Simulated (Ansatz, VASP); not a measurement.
## One calculation of ZrSe2, two programs

INCAR

```
ALGO     = Normal         # electronic algorithm
EDIFF    = 1E-7           # SCF threshold, eV
ENCUT    = 520            # plane-wave cutoff, eV
GGA      = PE             # functional
ISIF     = 2              # what is computed and relaxed
ISMEAR   = -1             # smearing method
LASPH    = T              # aspherical terms in the spheres
LCHARG   = F              # write CHGCAR
LREAL    = F              # projectors in reciprocal space
LWAVE    = F              # write WAVECAR
NBANDS   = 19             # bands
NELM     = 100            # most SCF steps
PREC     = Accurate       # precision mode
SIGMA    = 0.05           # smearing width, eV
```

The input KPOINTS:

```
k-points
0
Gamma
  8 8 5
```

File POSCAR:

```
ZrSe2
1.0
    3.8479794157      0.0000000000      0.0000000000
   -1.9239897079      3.3324479273      0.0000000000
    0.0000000000      0.0000000000      6.2734830285
Zr Se
1 2
Direct
    0.0000000000      0.0000000000      0.0000000000
    0.6666666667      0.3333333333      0.7500000000
    0.3333333333      0.6666666667      0.2500000000
```

File input.yaml:

```yaml
crystal:
  lattice:
    - [3.8479794157, 0.0, 0.0]
    - [-1.9239897079, 3.3324479273, 0.0]
    - [0.0, 0.0, 6.2734830285]
  atoms:
    - { symbol: Zr, position: [0.0, 0.0, 0.0] }
    - { symbol: Se, position: [0.6666666667, 0.3333333333, 0.75] }
    - { symbol: Se, position: [0.3333333333, 0.6666666667, 0.25] }
hamiltonian:
  xc: pbe
  pseudopotentials: { kind: paw }
kpoints:
  mp_grid: { grid: [8, 8, 5] }
scf:
  occupations: { method: fermi_dirac, width: 0.05 }
output:
  forces: true
  stress: true
  eigenvalues: true
```

Change from the starting cell: volume scaled by 1.04.

Alike in both runs: task single point; functional PBE; k mesh 8 × 8 × 5; occupations fermi-dirac, width 0.05 eV; no spin polarisation.

```csv
,VASP,Ansatz
version,VASP 6.6.1,Ansatz 0.2.0
potentials or method,"VASP PAW PBE potentials, release 64 (Zr_sv, Se)",Ansatz PAW
plane-wave cutoff (eV),520,420
valence electrons in the cell,24,44
```

|  | VASP | Ansatz | Ansatz less VASP |
| --- | --- | --- | --- |
| gap on the k mesh at the Fermi level (eV) | 0.45 | 0.45 | +0.002 |
| least direct gap on the mesh (eV) | 1.05 | 1.06 | +0.003 |
| pressure (GPa) | -1.0 | -1.1 | -0.08 |
| largest component of the traceless stress (GPa) | 1.28 | 1.27 | -0.001 |
| rms of the force components (eV/Å) | 0.051 | 0.059 | +0.0072 |

Atom by atom the forces differ by 0.007 eV/Å (rms over components). With one functional, cell and mesh, what is left measures potentials, basis and numerics. The two sets of potentials don't hold the same shells in valence.

Caveats: this functional lacks dispersion, which binds the layers, so the pressure and a relaxed spacing across them are unreliable; an odd mesh through Γ misses points on the zone boundary, where band edges often lie (VASP); odd divisions of the mesh miss points on the zone boundary, where band edges often lie, so the gap on the mesh can be too wide (Ansatz).
